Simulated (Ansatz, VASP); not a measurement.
## Si53N72 (V_Si) in two plane-wave programs

Aim: how closely do two programs agree when they are given the same cell, functional and k mesh? The cell is taken from a series of runs on this material, whose earlier steps may have relaxed, scaled, displaced or heated it; both programs get it as it stands.

Method: plane waves, with VASP 6.6.1 beside it; single point at PBEsol, in Ansatz 0.2.0.

## 1. The starting structure

The cell holds 125 atoms: 53 Si and 72 N. Its edges and angles: a = 13.206 Å, b = 13.206 Å, c = 8.731 Å, α = 90.0°, β = 90.0°, γ = 120.0°. It derives from Si3N4 (Si3N4 (P6_3/m)). Nearest the centre at fractional (0.353, 0.473, 0.583): N79 at 1.78 Å, N112 at 1.81 Å, N88 at 1.82 Å, N84 at 1.85 Å, Si37 at 2.86 Å, Si2 at 2.87 Å, Si27 at 2.95 Å, Si31 at 3.00 Å. The cell carries charge −1.

## 2. Ansatz: single point, PBEsol

Ansatz runs on its PAW soft_1 files.

With cell and atoms fixed, the geometry can't cause a difference; cores, projectors, grids and the points listed under the comparison can.

File input.yaml:

```yaml
crystal:
  checkpoint: "../qm1_M1.relax.run"
  host: checkpoint
total_charge: -1
basis:
  ecutwfc: 420
  xc_grid: 2
hamiltonian:
  xc: pbesol
  pseudopotentials: { kind: paw, azcp: { folder: soft_1 }, xc_functional: pbe }
kpoints:
  mp_grid: { grid: [2, 2, 2], shift: [0.5, 0.5, 0.5] }
magnetization:
  spin_polarized: true
  initial_magnetization: 1
  spin_locking: { lock_magnetization: hard }
scf:
  occupations: { method: fermi_dirac, width: 0.01 }
  max_iter: 100
output:
  forces: true
  eigenvalues: true
  charged_corrections:
    epsilon: [4.29, 4.29, 4.37]
    static_epsilon: [8.29, 8.29, 8.25]
    defect_position: [0.352834, 0.473222, 0.583333]
  eigenstates: { localisation: true }
  populations: true
  efg: {}
  band_densities: [{ bands: [v1, v1] }, { bands: [c1, c1] }]
  write_density: true
  write_potential: true
  volumetric_format: npy
  elf: true
checkpoint:
  read: "../qm1_M1.relax.run"
  write: "../qm1_M1.point.run"
  compress: false
  write_wavefunctions: false
  write_every: 100000
```

On the command line:

```sh
ansatz run input.yaml --threads 4 --pin off --max-ram 15073MiB --backend cpu --events-out ev --progress --plain --runs-dir out
```

Numbers of over 12 decimals in the logs are rounded to 6 here.

The log of the run:

```text
crystal.checkpoint: the structure is that of <dir>, a `relax` run, at its step 8: its result, under pbesol at a charge of -1 e; 125 atoms read, 0 with a starting moment; crystal.structure_sha256 for this input is
Engine: ansatz 0.2.0, aarch64-unknown-linux-gnu
Pseudopotentials: kind: paw
Pseudopotential: Si, paw, valence charge 4, recommended cutoff 420 eV (normal), soft_1/Si.paw.azcp
Pseudopotential: N, paw, valence charge 5, recommended cutoff 420 eV (normal), soft_1/N.paw.azcp
Functional definition: PBEsol
  exchange = pbesol_x
  correlation = pbesol_c
Crystal: 125 atoms, lattice volume = 1318.628 Å³
Basis set: ecut = 420 eV, 25805 PW (Γ), exchange–correlation on 180×180×120 points (8 copies of the dense FFT grid, shifted against one another)
Bands: 412, of which v1, the nominal top of the filled ones, is band 287 counted from 1 (286 counted from 0)
Symmetry: 1 space group operations
Space group: P1 (ITA 1), of the structure as read, at distance tolerance 1.1e-4 Å
Magnetic group: BNS 1.1 (UNI 1), of the structure as read, at distance tolerance 1.1e-4 Å
k-points: 4 of 8 (time reversal used)
Non-local potential: Si, projectors of the file, l = 0: 2, l = 1: 2, l = 2: 1
Non-local potential: N, projectors of the file, l = 0: 2, l = 1: 2, l = 2: 1
PAW form: soft (Blöchl's): semilocal exchange-correlation on the pseudo side does not see the compensation charge
PAW frozen core: Si, regenerated for the run's functional, and the local potential with it (the file was generated under x = pbe(κ = 0.804, μ = 0.219515), c = pbe(β = 0.066725))
PAW frozen core: N, regenerated for the run's functional, and the local potential with it (the file was generated under x = pbe(κ = 0.804, μ = 0.219515), c = pbe(β = 0.066725))
PAW one-centre angular grid: Si, 110 points (default); XC on 64 Gauss nodes
PAW one-centre angular grid: N, 110 points (default); XC on 64 Gauss nodes
Initial density: read from a saved state, or passed on in memory by an earlier SCF of this step, an earlier step, the calling program or the single point that the run made first
Starting moments: Σ|m| = 1 μB on 125 of 125 sites; this step starts from the density that it was given
Initial wavefunctions: pseudopotential atomic-orbital guess — the wavefunctions supplied were not used: k-point sampling differs
Functional: x = pbesol(κ = 0.804, μ = 0.123457), c = pbesol(β = 0.046)
iter 1 solved again at ethr=6.85e-7 eV; its pass at ethr=3.10e-3 eV (dr2=3.93e-3 eV) is discarded
SCF iter   1: F=—  HF=-60322.792894 eV  |F-HF|=—  |Δ(HF+E_count)|=         —  Δρ=3.00e-4 (↑2.07e-4 ↓3.00e-4)  dr2=3.60e-3  dr2_m=3.45e-4  M=1.000 μB ∫|m|=2.711 μB  β_m=0.30  ethr=6.85e-7  ⟨swp⟩=7.4  Hψ=28476  notcnv=0  defer=1
preconditioner: auto → Resta (q_TF=auto, 2.374 Å⁻¹)  ε∞=4.0  [insulator: Δε(μ)=0.193 eV  Ē_g=14.073 eV  σ=0.010 eV  W_gap=1.00  n_scr=282 (ndim 8)  ℏωp=24.5 eV  f_vac=0.035  D(μ)=0.01/eV (n_scr^D=0)  ε∞_Penn≈4.0]
spin=Collinear: Resta preconditioning applied to the charge; magnetization (m = ρ↑ − ρ↓) channel mixes plain (no charge-response kernel on spin).
SCF iter   2: F=—  HF=-60322.792650 eV  |F-HF|=—  |Δ(HF+E_count)|=   2.45e-4  Δρ=2.30e-4 (↑1.03e-4 ↓2.30e-4)  dr2=1.81e-3  dr2_m=1.47e-4  M=1.000 μB ∫|m|=2.719 μB  β_m=0.29  ethr=6.28e-7  ⟨swp⟩=2.0  Hψ=5044  notcnv=0
SCF iter   3: F=—  HF=-60322.792595 eV  |F-HF|=—  |Δ(HF+E_count)|=   5.42e-5  Δρ=1.96e-4 (↑8.59e-5 ↓1.96e-4)  dr2=1.15e-3  dr2_m=1.38e-4  M=1.000 μB ∫|m|=2.712 μB  β_m=0.26  ethr=3.16e-7  ⟨swp⟩=2.0  Hψ=5040  notcnv=0
SCF iter   4: F=—  HF=-60322.792530 eV  |F-HF|=—  |Δ(HF+E_count)|=   6.52e-5  Δρ=6.51e-5 (↑5.08e-5 ↓6.51e-5)  dr2=6.04e-5  dr2_m=2.43e-5  M=1.000 μB ∫|m|=2.715 μB  β_m=0.41  ethr=2.00e-7  ⟨swp⟩=1.2  Hψ=3298  notcnv=0
SCF iter   5: F=—  HF=-60322.792044 eV  |F-HF|=—  |Δ(HF+E_count)|=   4.86e-4  Δρ=3.41e-5 (↑3.41e-5 ↓1.39e-5)  dr2=3.28e-5  dr2_m=2.89e-6  M=1.000 μB ∫|m|=2.714 μB  β_m=0.38  ethr=1.05e-8  ⟨swp⟩=2.2  Hψ=5190  notcnv=0
SCF iter   6: F=—  HF=-60322.792043 eV  |F-HF|=—  |Δ(HF+E_count)|=   1.26e-6  Δρ=2.65e-5 (↑1.27e-5 ↓2.65e-5)  dr2=1.01e-5  dr2_m=3.05e-6  M=1.000 μB ∫|m|=2.714 μB  β_m=0.46  ethr=5.73e-9  ⟨swp⟩=2.0  Hψ=5032  notcnv=0
SCF iter   7: F=—  HF=-60322.792044 eV  |F-HF|=—  |Δ(HF+E_count)|=   8.70e-7  Δρ=1.09e-5 (↑1.05e-5 ↓1.09e-5)  dr2=2.86e-6  dr2_m=8.29e-7  M=1.000 μB ∫|m|=2.713 μB  β_m=0.48  ethr=1.76e-9  ⟨swp⟩=2.0  Hψ=5044  notcnv=0
SCF iter   8: F=—  HF=-60322.792044 eV  |F-HF|=—  |Δ(HF+E_count)|=   4.50e-7  Δρ=8.18e-6 (↑4.21e-6 ↓8.18e-6)  dr2=8.17e-7  dr2_m=3.41e-7  M=1.000 μB ∫|m|=2.713 μB  β_m=0.56  ethr=4.99e-10  ⟨swp⟩=2.0  Hψ=5044  notcnv=0
SCF iter   9: F=—  HF=-60322.792044 eV  |F-HF|=—  |Δ(HF+E_count)|=   1.69e-7  Δρ=4.47e-6 (↑1.83e-6 ↓4.47e-6)  dr2=3.12e-7  dr2_m=9.01e-8  M=1.000 μB ∫|m|=2.713 μB  β_m=0.73  ethr=1.43e-10  ⟨swp⟩=2.2  Hψ=5088  notcnv=0
[...]
k-point 3 ↓: bands = [... 283 lower, 7.7518, 7.8888, 8.0158, 8.2194, 8.3549, 12.4633, 12.5260, 12.6555, ... 121 higher]
--- Löwdin populations: 125 sites ---
  site symbol       q [e]    m [muB]
     0     Si      2.6495     0.0001
     1     Si      2.6625    -0.0074
     2     Si      2.6495     0.0003
     3     Si      2.6474    -0.0001
     4     Si      2.6512    -0.0025
     5     Si      2.6489     0.0003
     6     Si      2.6492     0.0012
     7     Si      2.6492    -0.0002
     8     Si      2.6502    -0.0002
     9     Si      2.6466    -0.0014
    10     Si      2.6518     0.0005
    11     Si      2.6499    -0.0000
    12     Si      2.6496     0.0004
    13     Si      2.6466    -0.0009
    14     Si      2.6484    -0.0000
    15     Si      2.6489    -0.0000
    16     Si      2.6486    -0.0001
    17     Si      2.6486     0.0001
    18      N      5.9137     0.0007
    19      N      5.8934     0.0456
    20      N      5.9131     0.0028
    21      N      5.9063    -0.0180
    22      N      5.9151    -0.0006
    23      N      5.9110    -0.0003
[...]
117      N      5.8910     0.0509
   118      N      5.9047    -0.0009
   119      N      5.8954     0.0001
   120      N      5.9039     0.0005
   121      N      5.9061    -0.0008
   122      N      5.9057     0.0001
   123      N      5.8982    -0.0024
   124      N      5.9052     0.0003
  spilling = 0.014207 (of n_electrons = 573.000000)
--- Band densities, each state counted as filled ---
  window                                       electrons  max residual (eV)  cut levels
  bands: [v1, v1]                    1.000000 + 1.000000             8.5e-5           0
  bands: [c1, c1]                    1.000000 + 1.000000             9.4e-5           0
```

In the SCF lines HF is the Harris–Foulkes energy and dr2 the Hartree energy of the density residual, in eV; the loop may stop once dr2 is under the threshold and the program's other checks hold. Hψ counts applications of the Hamiltonian.

## 3. VASP: single point, PBEsol

The same cell, functional, mesh and smearing now go to VASP, with its own data sets.

Lines of VASP's logs that name or quote its potential files are left out, and so is its time.

File INCAR:

```
SYSTEM = Si53N72
PREC = Accurate
ENCUT = 520
EDIFF = 1E-06
NELM = 200
ISMEAR = -1
SIGMA = 0.01
LREAL = Auto
ALGO = Normal
GGA = PS
NELECT = 573
NBANDS = 384
ISPIN = 2
MAGMOM = 0 0 0 -0 -0 0 0 -0 -0 0 0 -0 0 0 0 0 -0 -0 -0 -0 0 0 -0 0 0 -0 0 -0 -0 0 0 -0 0 -0 0 0 0 0 0 0 -0 0 0 -0 0 0 -0 0 0 0 0 -0 0 0 0.03 0 -0.01 -0 -0 0.01 0 0 0 0.02 0 0 0 0 0 0.04 -0 0 0 0 0 -0 0 0 0.54 -0 -0.04 0 0.01 -0.32 -0 -0 0 0.17 -0 -0 0.02 -0 0.05 -0.01 -0 0 0 -0 -0 -0 -0 0 0.03 0 -0.04 0 0 0 0 0 0 0.14 -0 -0 0.01 -0 0 0.03 -0 -0 0 -0 0 -0 0
LORBIT = 11
LWAVE = .FALSE.
LCHARG = .FALSE.
ISIF = 2
ISYM = 0
NUPDOWN = 1
LASPH = .TRUE.
GGA_COMPAT = .FALSE.
KPAR = 4
```

File POSCAR:

```
Si53N72
1.0
   11.4366858822      6.6029736727      0.0000000000
  -11.4366858822      6.6029736727      0.0000000000
    0.0000000000      0.0000000000      8.7307673276
Si N
53 72
Direct
    0.0196753165      0.8070855729      0.2499427012
    0.3513594125      0.4723195837      0.2544578897
[... 7 atom lines left out ...]
    0.1927388061      0.2124055618      0.2499525390
[... 3 atom lines left out ...]
    0.4541426161      0.3145075829      0.2503220118
[... 7 atom lines left out ...]
    0.5435515026      0.6823843630      0.4179601526
[... 1 atom line left out ...]
    0.1405769129      0.4535834073      0.4171828491
[... 2 atom lines left out ...]
    0.1937493885      0.2181804975      0.5831407955
    0.5269692701      0.8782264518      0.5834350853
[... 1 atom line left out ...]
    0.1214706943      0.6471786521      0.5833532767
    0.4580444367      0.3178985367      0.5833104305
[... 2 atom lines left out ...]
    0.6477295739      0.5281377616      0.4164953313
    0.9798363715      0.1938603383      0.4159910218
[... 1 atom line left out ...]
    0.3515004206      0.4725638940      0.9114226022
[... 2 atom lines left out ...]
    0.5432369399      0.6822518183      0.7491386442
[... 1 atom line left out ...]
    0.1404238221      0.4535269503      0.7495129275
[... 2 atom lines left out ...]
    0.1928220376      0.2125048920      0.9164901628
[... 3 atom lines left out ...]
    0.4541125889      0.3145470377      0.9162624268
[... 2 atom lines left out ...]
    0.6476931742      0.5282162636      0.7501789955
    0.9798910324      0.1938715935      0.7505328167
[... 1 atom line left out ...]
    0.3324022218      0.3314024606      0.2504638990
[... 4 atom lines left out ...]
    0.2108124451      0.4537706447      0.2491992989
[... 3 atom lines left out ...]
    0.4197606778      0.5431672222      0.0831077073
[... 5 atom lines left out ...]
    0.5445586567      0.7572189386      0.2497933906
[... 5 atom lines left out ...]
    0.5782015738      0.4525958454      0.2499019639
[... 2 atom lines left out ...]
    0.3356096490      0.3309525738      0.5814840628
[... 1 atom line left out ...]
    0.9983674966      0.3331160492      0.4128911198
[... 1 atom line left out ...]
    0.6681936328      0.6679862091      0.4176284567
    0.1989300271      0.4404592241      0.5834415775
[... 3 atom lines left out ...]
    0.4264825732      0.5477887373      0.4076417727
[... 1 atom line left out ...]
    0.1246141560      0.5775901397      0.4159497026
    0.4588539305      0.2444896995      0.4166958257
[... 1 atom line left out ...]
    0.2078036223      0.0911050247      0.5832413736
    0.5455454958      0.7578953014      0.5834690362
[... 1 atom line left out ...]
    0.1180607464      0.2085903006      0.4155038204
    0.4535383386      0.8772079769      0.4167614495
[... 2 atom lines left out ...]
    0.5822100412      0.4535303917      0.5833426674
[... 2 atom lines left out ...]
    0.3324405477      0.3315041000      0.9156077851
[... 1 atom line left out ...]
    0.9982604956      0.3330386713      0.7537764791
[... 1 atom line left out ...]
    0.6680772048      0.6680210830      0.7493034012
    0.2108288205      0.4538286990      0.9173292495
[... 3 atom lines left out ...]
    0.4265320097      0.5475013856      0.7580272223
[... 1 atom line left out ...]
    0.1245070535      0.5775532425      0.7507436214
    0.4588981788      0.2445710776      0.7499219179
[... 2 atom lines left out ...]
    0.5449228624      0.7575462256      0.9172311350
[... 1 atom line left out ...]
    0.1182444383      0.2087731639      0.7508517720
[... 3 atom lines left out ...]
    0.5781814284      0.4526484085      0.9167722454
    0.9088499963      0.1199956454      0.9169724652
```

File KPOINTS:

```
Points of the shifted mesh
8
Reciprocal
 0.2500000000  0.2500000000  0.2500000000 1
 0.2500000000  0.2500000000  0.7500000000 1
 0.2500000000  0.7500000000  0.2500000000 1
 0.2500000000  0.7500000000  0.7500000000 1
 0.7500000000  0.2500000000  0.2500000000 1
 0.7500000000  0.2500000000  0.7500000000 1
 0.7500000000  0.7500000000  0.2500000000 1
 0.7500000000  0.7500000000  0.7500000000 1
```

PAW data sets: Si and N (PBE family, release 64).

On the command line:

```sh
mpirun -np 16 vasp_std
```

The log of the run:

```text
[banner, memory and clock lines left out]
running   16 mpi-ranks, on    1 nodes
[...]
|                                                                             |
|           W    W    AA    RRRRR   N    N  II  N    N   GGGG   !!!           |
|           W    W   A  A   R    R  NN   N  II  NN   N  G    G  !!!           |
|           W    W  A    A  R    R  N N  N  II  N N  N  G       !!!           |
|           W WW W  AAAAAA  RRRRR   N  N N  II  N  N N  G  GGG   !            |
|           WW  WW  A    A  R   R   N   NN  II  N   NN  G    G                |
|           W    W  A    A  R    R  N    N  II  N    N   GGGG   !!!           |
|                                                                             |
|     For optimal performance we recommend to set                             |
|       NCORE = 2 up to number-of-cores-per-socket                            |
|     NCORE specifies how many cores store one orbital (NPAR=cpu/NCORE).      |
|     This setting can greatly improve the performance of VASP for DFT.       |
[...]
DAV:   5    -0.119849122524E+04   -0.14944E+00   -0.14918E+00 15048   0.195E+00BRMIX: very serious problems
 the old and the new charge density differ
 old charge density:   572.00000 new  573.00000
BRMIX: very serious problems
 the old and the new charge density differ
 old charge density:   572.00000 new  573.00000
BRMIX: very serious problems
 the old and the new charge density differ
 old charge density:   572.00000 new  573.00000
BRMIX: very serious problems
 the old and the new charge density differ
 old charge density:   572.00000 new  573.00000
    0.863E+01
DAV:   6    -0.106315150754E+04    0.13534E+03   -0.52073E+02 14360   0.309E+01    0.410E+01
DAV:   7    -0.106176344601E+04    0.13881E+01   -0.49706E+01 16256   0.116E+01    0.234E+01
DAV:   8    -0.106197113344E+04   -0.20769E+00   -0.69975E+01 16904   0.721E+00    0.161E+01
DAV:   9    -0.106046930393E+04    0.15018E+01   -0.29066E+01 16960   0.559E+00    0.110E+01
[...]
DAV:  24    -0.105918170560E+04   -0.25647E-05   -0.13732E-05 12688   0.502E-03    0.895E-03
DAV:  25    -0.105918170736E+04   -0.17545E-05   -0.37884E-06 11176   0.301E-03    0.508E-03
DAV:  26    -0.105918170819E+04   -0.83630E-06   -0.16638E-06  9584   0.169E-03
   1 F= -.10591817E+04 E0= -.10591817E+04  d E =-.573381E-05  mag=     1.0000
```

From OUTCAR (step 3):

```text
 magnetization (x)
# of ion       s       p       d       tot
------------------------------------------
    1        0.000   0.000   0.000   0.000
    2       -0.001   0.000   0.000  -0.001
    3        0.000   0.000   0.000   0.000
    4       -0.000  -0.000   0.000  -0.000
    5       -0.001  -0.001   0.000  -0.001
    6        0.000   0.000   0.000   0.000
[...]
123        0.000   0.000   0.000   0.000
  124       -0.000  -0.002   0.000  -0.002
  125        0.000   0.000   0.000   0.000
--------------------------------------------------
tot          0.045   0.666   0.000   0.711
```

The cell is charged against a uniform background.

The run ends at a pressure of 1.80 GPa, with forces up to 0.036 eV/Å.

## 4. Differences

Known differences besides the potentials themselves: VASP starts from the moments at which Ansatz ended; the cutoff is 420 eV in Ansatz and 520 eV in VASP (PREC = Accurate, projectors in real space); Ansatz makes its cores anew for this functional, VASP keeps those of its PBE data sets; site moments are counted in spheres of each program's own size. Total energies have different zeros and are not compared.

Compared:

```
                             quantity  Ansatz   VASP  difference
total moment, fixed by the input (μB)    1.00   1.00        0.00
                   moment on N79 (μB)    0.54   0.57       -0.03
                   moment on N84 (μB)   -0.32  -0.34       +0.02
                   moment on N88 (μB)    0.17   0.19       -0.02
                  moment on N112 (μB)    0.14   0.15       -0.01
```

At this near-relaxed geometry the largest component of a force difference is 34 meV/Å. The cell carries a charge of -1 e against a uniform background, so its pressure also hangs on how the neutralising background is counted, and in a defect's cell a gap may be the spacing between its levels.

## 5. Summary of results

```
difference in moment on N79 (single point, PBEsol) : -0.030 μB
r.m.s. force difference (single point, PBEsol)     : 6.2 meV/Å
```

**Reading.** The r.m.s. force difference is 6.2 meV/Å (single point, PBEsol), within the 12 meV/Å picked in this series as the mark of a large difference. How closely two codes agree says nothing of how well the functional describes the real material.

[Lines on the potential files, build, host, timing and source positions are cut from VASP's logs without a mark.]

[Logs are printed without paths, hosts, clocks, repeated set-up lines and the standing remarks that a program may print on its own settings, such as how far it seeks lower states.]

[Hosts, paths, dates, database ids (printed as entryN), source tags and the programs' standing remarks are cut or masked in the printed files.]
